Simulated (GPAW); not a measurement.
# Ag2O (Pn-3m) in GPAW: settings compared

Aim: see how the results for Ag2O move with the level of theory and the settings. Levels: revPBE, BLYP. Tasks: relaxation of cell and atoms.

All numbers are computed with GPAW 26.7.0; they aren't measurements. Logs are shortened: lines on timing, memory, paths and dates and some standing lists are left out, and cuts for length are marked. The log counts tension as positive stress, the text compression.

### Step 1. Starting point

The structure is cubic, space group Pn-3m (No. 224). The conventional cell has a = 4.718 Å, b = 4.718 Å, c = 4.718 Å, α = 90.00°, β = 90.00°, γ = 90.00°. Around Ag (site symmetry -3m) lie 2 O at 2.04 Å. Around O (site symmetry -43m) lie 4 Ag at 2.04 Å.

### Step 2. Relaxation of cell and atoms, revPBE

File run.py:

```python
from ase.filters import FrechetCellFilter
from ase.io import read, write
from ase.optimize import BFGS
from gpaw import GPAW, PW

atoms = read('Ag2O.xyz')

calc = GPAW(mode=PW(800),
            xc='revPBE',
            kpts={'size': (5, 5, 5), 'gamma': True},
            occupations={'name': 'fermi-dirac', 'width': 0.05},
            nbands=66,
            convergence={'density': 1e-05, 'forces': 0.0001},
            maxiter=150,
            txt='gpaw.txt')
atoms.calc = calc
opt = BFGS(FrechetCellFilter(atoms), trajectory='relax.traj', logfile='-')
done = opt.run(fmax=0.02, steps=60)
calc.write('gs.gpw')
write('result.traj', atoms)
print('Converged:', done)
print('Cell:', atoms.cell.cellpar().round(4))
print('Volume:', round(atoms.get_volume(), 4))
print(atoms.get_scaled_positions().round(5))
```

File Ag2O.xyz:

```xyz
6
Lattice="4.7180000000 0.0000000000 0.0000000000 0.0000000000 4.7180000000 0.0000000000 0.0000000000 0.0000000000 4.7180000000" Properties=species:S:1:pos:R:3 pbc="T T T"
Ag     3.5385000000      1.1795000000      3.5385000000
Ag     3.5385000000      3.5385000000      1.1795000000
Ag     1.1795000000      3.5385000000      3.5385000000
Ag     1.1795000000      1.1795000000      1.1795000000
O      2.3590000000      2.3590000000      2.3590000000
O      0.0000000000      0.0000000000      0.0000000000
```

Potentials or basis: the program's PAW data sets (release 1.2.1) made for this functional, pw.

Started as:

```sh
$ OMP_NUM_THREADS=1 python run.py
```

gpaw.txt:

```text
__  _  _
 | _ |_)|_||  |
 |__||  | ||/\| - 26.7.0

Input parameters:
  mode=PW(ecut=800.0),
  convergence={'density': 1e-05, 'forces': 0.0001},
  kpts=MonkhorstPack(size=(5, 5, 5), gamma=True),
  maxiter=150,
  nbands=66,
  occupations=Occupations(name='fermi-dirac', width=0.05),
  xc=XC(name='revPBE')

Diagonalizing LCAO Hamiltonian
Converting LCAO to pw mode
    .-----------.
   /|           |
  / | Ag        |
 *  |           |
 |  |      Ag   |
 |  |    O  Ag  |
 |  .-----------.
 | / Ag        /
 |/           /
 O-----------*

Atoms  # Å, Bohr magnetons
|   | symbol |        x |        y |        z |    initial magnetic moments |
|---|--------|----------|----------|----------|-----------------------------|
| 0 |     Ag | 3.538500 | 1.179500 | 3.538500 | ( 0.0000,  0.0000,  0.0000) |
| 1 |     Ag | 3.538500 | 3.538500 | 1.179500 | ( 0.0000,  0.0000,  0.0000) |
| 2 |     Ag | 1.179500 | 3.538500 | 3.538500 | ( 0.0000,  0.0000,  0.0000) |
| 3 |     Ag | 1.179500 | 1.179500 | 1.179500 | ( 0.0000,  0.0000,  0.0000) |
| 4 |      O | 2.359000 | 2.359000 | 2.359000 | ( 0.0000,  0.0000,  0.0000) |
| 5 |      O | 0.000000 | 0.000000 | 0.000000 | ( 0.0000,  0.0000,  0.0000) |

Unit cell  # Å
| periodic |        x |        y |        z |  lengths |    angles |
|----------|----------|----------|----------|----------|-----------|
|      yes | 4.718000 | 0.000000 | 0.000000 | 4.718000 | 90.000000 |
|      yes | 0.000000 | 4.718000 | 0.000000 | 4.718000 | 90.000000 |
|      yes | 0.000000 | 0.000000 | 4.718000 | 4.718000 | 90.000000 |
[... 241 lines left out ...]
             Ag
                 Ag
               O
                   Ag
           Ag

       O

Atoms  # Å, Bohr magnetons
|   | symbol |         x |         y |         z |    initial magnetic moments |
|---|--------|-----------|-----------|-----------|-----------------------------|
| 0 |     Ag |  3.545680 |  1.181893 |  3.545680 | ( 0.0000,  0.0000,  0.0000) |
| 1 |     Ag |  3.545680 |  3.545680 |  1.181893 | ( 0.0000,  0.0000,  0.0000) |
| 2 |     Ag |  1.181893 |  3.545680 |  3.545680 | ( 0.0000,  0.0000,  0.0000) |
| 3 |     Ag |  1.181893 |  1.181893 |  1.181893 | ( 0.0000,  0.0000,  0.0000) |
| 4 |      O |  2.363787 |  2.363787 |  2.363787 | ( 0.0000,  0.0000,  0.0000) |
| 5 |      O | -0.000000 | -0.000000 | -0.000000 | ( 0.0000,  0.0000,  0.0000) |

Unit cell  # Å
| periodic |         x |         y |         z |  lengths |    angles |
|----------|-----------|-----------|-----------|----------|-----------|
|      yes |  4.727573 | -0.000000 | -0.000000 | 4.727573 | 90.000000 |
|      yes | -0.000000 |  4.727573 | -0.000000 | 4.727573 | 90.000000 |
|      yes | -0.000000 | -0.000000 |  4.727573 | 4.727573 | 90.000000 |

Number of symmetries: 24
Symmetry operations  # r_c * U_cc + t_c -> r_c
|    | kind |            matrix            |
|----|------|------------------------------|
|  0 |  E   |  1, 0, 0,  0, 1, 0,  0, 0, 1 |
|  1 |  σ   |  1, 0, 0,  0, 0, 1,  0, 1, 0 |
|  2 |  σ   |  1, 0, 0,  0, 0,-1,  0,-1, 0 |
|  3 |  C2  |  1, 0, 0,  0,-1, 0,  0, 0,-1 |
|  4 |  σ   |  0, 1, 0,  1, 0, 0,  0, 0, 1 |
|  5 |  C3  |  0, 1, 0,  0, 0, 1,  1, 0, 0 |
|  6 |  C3  |  0, 1, 0,  0, 0,-1, -1, 0, 0 |
|  7 |  S4  |  0, 1, 0, -1, 0, 0,  0, 0,-1 |
|  8 |  C3  |  0, 0, 1,  1, 0, 0,  0, 1, 0 |
|  9 |  σ   |  0, 0, 1,  0, 1, 0,  1, 0, 0 |
| 10 |  S4  |  0, 0, 1,  0,-1, 0, -1, 0, 0 |
| 11 |  C3  |  0, 0, 1, -1, 0, 0,  0,-1, 0 |
| 12 |  C3  |  0, 0,-1,  1, 0, 0,  0,-1, 0 |
| 13 |  σ   |  0, 0,-1,  0, 1, 0, -1, 0, 0 |
[... 220 lines left out ...]
             Ag
                 Ag
               O
                   Ag
           Ag

       O

Atoms  # Å, Bohr magnetons
|   | symbol |        x |         y |         z |    initial magnetic moments |
|---|--------|----------|-----------|-----------|-----------------------------|
| 0 |     Ag | 3.641673 |  1.213890 |  3.641673 | ( 0.0000,  0.0000,  0.0000) |
| 1 |     Ag | 3.641673 |  3.641673 |  1.213890 | ( 0.0000,  0.0000,  0.0000) |
| 2 |     Ag | 1.213890 |  3.641673 |  3.641673 | ( 0.0000,  0.0000,  0.0000) |
| 3 |     Ag | 1.213890 |  1.213890 |  1.213890 | ( 0.0000,  0.0000,  0.0000) |
| 4 |      O | 2.427782 |  2.427782 |  2.427782 | ( 0.0000,  0.0000,  0.0000) |
| 5 |      O | 0.000000 | -0.000000 | -0.000000 | ( 0.0000,  0.0000,  0.0000) |

Unit cell  # Å
| periodic |        x |        y |        z |  lengths |    angles |
|----------|----------|----------|----------|----------|-----------|
|      yes | 4.855563 | 0.000000 | 0.000000 | 4.855563 | 90.000000 |
|      yes | 0.000000 | 4.855563 | 0.000000 | 4.855563 | 90.000000 |
|      yes | 0.000000 | 0.000000 | 4.855563 | 4.855563 | 90.000000 |
[... 241 lines left out ...]
             Ag
                 Ag
               O
                   Ag
           Ag

       O

Atoms  # Å, Bohr magnetons
|   | symbol |        x |         y |         z |    initial magnetic moments |
|---|--------|----------|-----------|-----------|-----------------------------|
| 0 |     Ag | 3.654985 |  1.218328 |  3.654985 | ( 0.0000,  0.0000,  0.0000) |
| 1 |     Ag | 3.654985 |  3.654985 |  1.218328 | ( 0.0000,  0.0000,  0.0000) |
| 2 |     Ag | 1.218328 |  3.654985 |  3.654985 | ( 0.0000,  0.0000,  0.0000) |
| 3 |     Ag | 1.218328 |  1.218328 |  1.218328 | ( 0.0000,  0.0000,  0.0000) |
| 4 |      O | 2.436656 |  2.436656 |  2.436656 | ( 0.0000,  0.0000,  0.0000) |
| 5 |      O | 0.000000 | -0.000000 | -0.000000 | ( 0.0000,  0.0000,  0.0000) |

Unit cell  # Å
| periodic |        x |        y |        z |  lengths |    angles |
|----------|----------|----------|----------|----------|-----------|
|      yes | 4.873312 | 0.000000 | 0.000000 | 4.873312 | 90.000000 |
|      yes | 0.000000 | 4.873312 | 0.000000 | 4.873312 | 90.000000 |
|      yes | 0.000000 | 0.000000 | 4.873312 | 4.873312 | 90.000000 |
[... 161 lines left out ...]
SCF iterations
|iter     | |      energy | eigst |  dens |force |
|---------|-|-------------|-------|-------|------|
|iter:   1| |  -20.348897 | -2.04 |       |      |
|iter:   2| |  -20.337427 | -4.17 | -2.06 |      |
|iter:   3| |  -20.310935c| -3.45 | -2.13 |      |
|iter:   4| |  -20.311509c| -5.22 | -2.98 |      |
|iter:   5| |  -20.311921c| -5.22 | -3.25 |      |
|iter:   6| |  -20.311921c| -6.24 | -3.82 |      |
|iter:   7| |  -20.311926c| -7.39 | -4.32 |      |
|iter:   8| |  -20.311927c| -7.55c| -4.61 |      |
|iter:   9| |  -20.311927c| -8.28c| -5.33c|      |
|iter:  10| |  -20.311927c| -8.77c| -5.49c|-3.96 |
|iter:  11| |  -20.311927c| -9.08c| -5.86c|-5.10c|

Converged in 11 steps
Energy contributions relative to reference atoms: (reference = -582500.653537)

Energy contributions:
  Kinetic:          22.587182
  Coulomb:         -28.228305
  Zero:              0.863004
  External:          0.000000
  Xc:              -15.532353
  Entropy:          -0.002908
  Spinorbit:         0.000000
  ----------------------------
  Free energy:     -20.313381
  Extrapolated:    -20.311927
[... 38 lines left out ...]
Forces  # eV/Ang
|        x |        y |        z |
|----------|----------|----------|
| -0.00002 |  0.00002 | -0.00002 |  # Ag   0
| -0.00002 | -0.00002 |  0.00002 |  # Ag   1
|  0.00002 | -0.00002 | -0.00002 |  # Ag   2
|  0.00002 |  0.00002 |  0.00002 |  # Ag   3
|  0.00000 | -0.00000 | -0.00000 |  # O    4
|  0.00000 | -0.00000 |  0.00000 |  # O    5

# Writing to gs.gpw (mode='')
```

stdout:

```text
Step          Energy          fmax
BFGS:    0      -20.070210        0.851342
BFGS:    1      -20.100436        0.791298
BFGS:    2      -20.309411        0.095095
BFGS:    3      -20.313381        0.012987
Converged: True
Cell: [ 4.8733  4.8733  4.8733 90.     90.     90.    ]
Volume: 115.7371
[[0.75 0.25 0.75]
 [0.75 0.75 0.25]
 [0.25 0.75 0.75]
 [0.25 0.25 0.25]
 [0.5  0.5  0.5 ]
 [0.   0.   0.  ]]
```

Wall time 3.6 min (1 thread of Arm Neoverse V2, shared host); peak memory 0.37 GiB.

What came out:

```
Free energy                            : -20.3134 eV
Relaxed volume                         : 19.29 Å³/atom
Relaxed cell                           : a = 4.873 Å, b = 4.873 Å, c = 4.873 Å, α = 90.00°, β = 90.00°, γ = 90.00°
Space group after relaxing (to 0.05 Å) : Pn-3m (No. 224)
Energy gained by relaxing              : 40.5 meV/atom
Ionic steps                            : 4
Pressure after relaxing                : 0.1 GPa
Band gap on the k mesh                 : none (metal or under the smearing width)
```

The path:
| step | energy change (eV) | largest force (eV/Å) | pressure (GPa) | volume (Å³) |
| --- | --- | --- | --- | --- |
| 1 | 0.0000 | 0.0000 | 7.79 | 105.02 |
| 2 | -0.0302 | 0.0000 | 7.20 | 105.66 |
| 3 | -0.2390 | 0.0000 | 0.80 | 114.48 |
| 4 | -0.2429 | 0.0000 | 0.11 | 115.74 |

Final structure:
```
CELL_PARAMETERS angstrom
4.87331 0.00000 0.00000
0.00000 4.87331 0.00000
0.00000 0.00000 4.87331
ATOMIC_POSITIONS crystal
Ag 0.75000 0.25000 0.75000
Ag 0.75000 0.75000 0.25000
Ag 0.25000 0.75000 0.75000
Ag 0.25000 0.25000 0.25000
O 0.50000 0.50000 0.50000
O 0.00000 0.00000 0.00000
```

Levels at points of the mesh, in eV from the Fermi level:
```
           k point  band 38  band 39  band 40  band 41  band 42  band 43
(0.00, 0.00, 0.00)    -0.14    -0.07    -0.07    -0.07     2.32     2.32
```

Caveat: later steps reuse the first step's grids.

### Step 3. Relaxation of cell and atoms, BLYP

run.py: that of step 2 with these lines changed.

```diff
@@ -3,8 +3,10 @@
 from ase.optimize import BFGS
-from gpaw import GPAW, PW
+from gpaw import GPAW, PW, setup_paths
 
-atoms = read('Ag2O.xyz')
+setup_paths.insert(0, '.')
+
+atoms = read('POSCAR')
 
 calc = GPAW(mode=PW(800),
-            xc='revPBE',
+            xc='BLYP',
             kpts={'size': (5, 5, 5), 'gamma': True},
@@ -13,2 +15,3 @@
             convergence={'density': 1e-05, 'forces': 0.0001},
+            eigensolver='davidson',
             maxiter=150,
```

File POSCAR:

```
Ag2O
1.0
    4.7180000000      0.0000000000      0.0000000000
    0.0000000000      4.7180000000      0.0000000000
    0.0000000000      0.0000000000      4.7180000000
Ag O
4 2
Direct
    0.7500000000      0.2500000000      0.7500000000
    0.7500000000      0.7500000000      0.2500000000
    0.2500000000      0.7500000000      0.7500000000
    0.2500000000      0.2500000000      0.2500000000
    0.5000000000      0.5000000000      0.5000000000
    0.0000000000      0.0000000000      0.0000000000
```

Potentials or basis: PAW data sets generated in the run's folder for this functional, pw.

Started as:

```sh
$ gpaw-setup -f BLYP Ag O
$ OMP_NUM_THREADS=1 python run.py
```

It took 3.2 min on 1 thread of Arm Neoverse V2, shared host; peak memory 0.36 GiB.

It converged, with:

```yaml
Free_energy: -20.2596 eV
Relaxed_volume: 19.53 Å³/atom
Relaxed_cell: a = 4.893 Å, b = 4.893 Å, c = 4.893 Å, α = 90.00°, β = 90.00°, γ = 90.00°
Space_group_after_relaxing_to_0.05_Å: Pn-3m (No. 224)
Energy_gained_by_relaxing: 52.3 meV/atom
Ionic_steps: 4
Pressure_after_relaxing: 0.1 GPa
Band_gap_on_the_k_mesh: none (metal or under the smearing width)
```

The path:
| step | energy change (eV) | largest force (eV/Å) | pressure (GPa) | volume (Å³) |
| --- | --- | --- | --- | --- |
| 1 | 0.0000 | 0.0000 | 8.91 | 105.02 |
| 2 | -0.0395 | 0.0000 | 8.21 | 105.75 |
| 3 | -0.3081 | 0.0000 | 0.96 | 115.65 |
| 4 | -0.3138 | 0.0000 | 0.14 | 117.17 |

Final structure:
```cif
data_structure
_symmetry_space_group_name_H-M 'P 1'
_symmetry_Int_Tables_number 1
_cell_length_a 4.8934
_cell_length_b 4.8934
_cell_length_c 4.8934
_cell_angle_alpha 90.000
_cell_angle_beta 90.000
_cell_angle_gamma 90.000
_cell_volume 117.17
loop_
_atom_site_label
_atom_site_type_symbol
_atom_site_fract_x
_atom_site_fract_y
_atom_site_fract_z
_atom_site_occupancy
Ag1 Ag 0.75000 0.25000 0.75000 1
Ag2 Ag 0.75000 0.75000 0.25000 1
Ag3 Ag 0.25000 0.75000 0.75000 1
Ag4 Ag 0.25000 0.25000 0.25000 1
O1 O 0.50000 0.50000 0.50000 1
O2 O 0.00000 0.00000 0.00000 1
```

Levels at points of the mesh, in eV from the Fermi level:
```csv
k point,band 37,band 38,band 39,band 40,band 41,band 42,band 43,band 44
"(0.00, 0.00, 0.00)",-2.45,-0.09,-0.08,-0.08,-0.08,2.44,2.44,6.66
```

Caveat: later steps reuse the first step's grids.
